Zone-centre optical modes of tetragonal SiO2 (P4_2/nmc, 6 atoms per cell, a = 2.821 Å, c = 8.646 Å), without the longitudinal term; intensities are summed over each degenerate level. Calculated with Ansatz 0.2.0 by density-functional perturbation theory (PBEsol, plane-wave PAW) at the PBEsol geometry, with a 420 eV cutoff and an 8×8×2 k mesh.

```tsv
row	phonon frequency (cm⁻¹)	phonon degeneracy	phonon infrared intensity ((debye/Å)²/amu)
1	46.3	1	0
2	49.0	2	0
3	377.4	2	18.5
4	379.3	2	0
5	597.8	1	0
6	602.2	1	0
7	824.4	1	11.5
8	902.7	2	70.1
9	904.6	2	0
10	912.8	1	0
```

Most of the levels in this table come in pairs. Rows 3 and 4 lie 1.9 cm⁻¹ apart, as do rows 8 and 9, and rows 5 and 6 lie 4.4 cm⁻¹ apart. Rows 7 and 10 look unrelated, with 88 cm⁻¹ and two other levels between them. They are nevertheless best understood as a pair too, and the gap between them comes from an electric field rather than from a chemical bond.

## Two sheets, two copies of each vibration

The crystal is a hypothetical one, a stack of flat SiO₂ sheets, two to the cell. In each sheet the silicon atoms form a square grid, and every oxygen bridges two of them. The bridges along one direction lie above the silicon plane, those along the other direction below it. The Si–O–Si angle, from the cell edge and the bond length, is about 117°.

A sheet has three atoms per cell and therefore nine modes: three shifts of the whole sheet and six internal vibrations. Two sheets double this to eighteen. Three combinations move the entire crystal and are not optical, and three more move one sheet rigidly against the other. The twelve internal modes remain, each vibration appearing once with the sheets in phase and once in antiphase.

Rows 1 and 2 have the count and the low frequencies of the rigid motions: one mode along c, and two in which the sheets slide. They are soft because only the weak contact between sheets resists them. The functional lacks the long-range dispersion attraction that helps to hold such a stack together, so neither these two frequencies nor their order should be trusted. Real frequencies at the zone centre also leave open whether the crystal is stable against distortions of longer period.

The soft modes do show how strongly, within this calculation, one sheet feels the other. If the contact adds about the square of a rigid-sheet frequency to the square of an internal one, a pair should split by 1 to 3 cm⁻¹. Three of the pairs have splittings of that order. The estimate is too low for rows 5 and 6, plausibly because only the light oxygen atoms move there, whereas a rigid shift must carry the whole sheet. Splittings this small have not been tested for convergence, so only their order of magnitude matters here.

## The field that separates rows 7 and 10

Row 7 is the only absorbing level with a single component, so its dipole points along c: silicon moves one way and both oxygens of the sheet move the other way. This displacement puts opposite charges on the two faces of a sheet. As in a charged parallel-plate capacitor, they produce a field inside the sheet and none outside. The field pulls the ions back and so raises the frequency.

When neighbouring sheets vibrate in antiphase, their fields point in opposite directions and average to zero over the crystal. Each sheet keeps its full restoring field. When they vibrate in phase, the fields add up to a non-zero average. The table, however, is computed without the longitudinal term, which means that this average is set to zero. That amounts to adding a uniform field that cancels part of the restoring force, and the in-phase mode drops.

This explanation can be tested. Restoring the longitudinal term to row 7 returns to each sheet the field that it has in the antiphase mode, so the two frequencies should nearly coincide. With a single polar mode along c, the Lyddane–Sachs–Teller relation gives the longitudinal frequency $\omega_\mathrm{L}$ from the tabulated transverse one, $\omega_\mathrm{T}$:

$$\omega_\mathrm{L}=\omega_\mathrm{T}\sqrt{\frac{\varepsilon_0}{\varepsilon_\infty}}=824.4\ \mathrm{cm^{-1}}\times\sqrt{\frac{2.866}{2.340}}\approx 912\ \mathrm{cm^{-1}}.$$

Here $\varepsilon_0$ is the dielectric constant along c with the ions free to move, and $\varepsilon_\infty$ the one with the ions held still. Both come from the same calculation, but the frequency of row 10 does not enter either of them. Row 10 lies at 912.8 cm⁻¹, so the field accounts for practically the whole gap. The remaining difference is smaller than the expected effect of contact between the sheets and carries no meaning of its own.

Rows 8 and 9 provide the control. Row 8 is the strongest absorber in the table, yet it stays within 2 cm⁻¹ of its partner. Its dipoles lie in the plane, where a uniformly polarised sheet has no charged faces and hence no such restoring field to lose. What splits a pair widely is therefore a dipole across the sheet, not a large infrared intensity as such.

The same reasoning carries over to other stacks of weakly coupled sheets. Vibrations that are non-polar, or polar only within the plane, should form close pairs. One that is polar across the sheet should split more widely, the more so the larger its dipole. If the Born charges along c were small, rows 7 and 10 would also be close neighbours.

For a thin film with its sheets parallel to the surface, the distinction is practical. Light at normal incidence has its electric field in the plane and does not excite row 7. At oblique incidence, light with a field component along c is absorbed near the longitudinal frequency, not near the tabulated 824 cm⁻¹. That absorption would lie close to row 8 and could easily be taken for part of it.

## Which atoms move, and how strongly they absorb

Only rows 3, 7 and 8 absorb. In rows 1 and 2 each sheet moves as a whole and, being neutral, produces no dipole. In rows 4, 9 and 10 the dipoles of the two sheets cancel, and in rows 5 and 6 the upper and lower oxygens of each sheet move in opposite directions along c. These zeros follow from symmetry and do not mean that the bonds are non-polar. The printed intensities are also summed over each level: per component, row 7 has 11.5 and row 3 only 9.3 (debye/Å)²/amu, the reverse of the printed order.

The displacements themselves are not available, but a simple picture suggests them for the in-plane modes. Suppose that only the stretching of Si–O bonds costs energy. The upper mode is then silicon moving against the oxygen that bridges along the direction of motion. In the lower mode the other oxygen swings sideways across its bridge, which leaves the bond lengths unchanged to first order.

The Born charge, the dipole produced per unit displacement of an atom, now explains the difference in intensity. For oxygen the two in-plane values are −2.42 e and −1.29 e; the larger is taken to lie along the bridge and the smaller across it. A shift along the bridge shortens one bond and lengthens the other, and electrons move between them, which adds to the dipole. Charges and masses together predict 76 (debye/Å)²/amu for row 8, which is 8 % too high.

For row 3 the same picture gives 13 instead of 18.5 (debye/Å)²/amu, about 30 % too low. The charges and masses fix the sum of the two intensities, so one row must gain what the other loses. A slight mixing of the stretch and the swing is enough to do this, because the weak mode borrows amplitude from the strong one; the modes can stay nearly pure. What causes the mixing is not settled here. A plain spring on the O–Si–O angle is expected to pull the second oxygen along with the first in the upper mode, which would shift intensity the wrong way, from row 3 to row 8, so other forces must be at work.

The frequencies need forces beyond the bond springs, such as resistance to angle changes. With bond springs alone, the sideways swing would have no restoring force, yet it appears near 378 cm⁻¹. When the spring is set to reproduce row 8, the motions along c come out roughly 20 to 30 % too low, as the printed output shows. The bonds lie closer to the plane than to c, so motion along c stretches them less and bends the angles more. The oxygen motion of rows 5 and 6 lies well below the in-plane stretch of row 8 for two reasons of similar weight. The bonds resist it less, although angle forces are expected to make up part of that loss, and silicon stands still in it, which makes the effective mass larger. In rows 7 and 10 silicon moves as well, which lowers the effective mass and raises the frequency.

A weak absorber can still matter for the static permittivity. The contribution of a mode is proportional to its intensity per component divided by the square of its frequency, because a soft vibration yields further to a steady field. Row 3 therefore supplies about 60 % of the ionic part of the in-plane dielectric constant, although row 8 absorbs almost four times as strongly.

Printed output of the fit:

```
Si-O-Si angle in degrees: 117.4
number of optical modes: 15
Intensity per component:
  row  intensity per component in (D/A)^2/amu
    1                                       0
    2                                       0
    3                                    9.25
    4                                       0
    5                                       0
    6                                       0
    7                                    11.5
    8                                   35.05
    9                                       0
   10                                       0
splitting of rows 3 and 4 in cm-1: 1.9
splitting of rows 5 and 6 in cm-1: 4.4
splitting of rows 8 and 9 in cm-1: 1.9
splitting of rows 7 and 10 in cm-1: 88.4
splitting expected from sheet contact at row 3 in cm-1: 3.168
splitting expected from sheet contact at row 5 in cm-1: 1.79
splitting expected from sheet contact at row 8 in cm-1: 1.329
splitting expected from sheet contact at row 7 in cm-1: 1.299
longitudinal frequency of row 7 from dielectric constants in cm-1: 912.3
row 10 less this longitudinal frequency in cm-1: 0.4748
model intensity of in-plane bond stretch (row 8) in (D/A)^2/amu: 75.75
model intensity of in-plane oxygen swing (row 3) in (D/A)^2/amu: 13
intensity along c from Born charges (row 7) in (D/A)^2/amu: 11.54
bond springs only, oxygen breathing along c (rows 5 and 6) in cm-1: 437.7
bond springs only, Si against O along c (rows 7 and 10) in cm-1: 640.7
share of row 3 in the in-plane ionic dielectric response in percent: 60.16
in-plane ionic dielectric response in all: 3.349
```
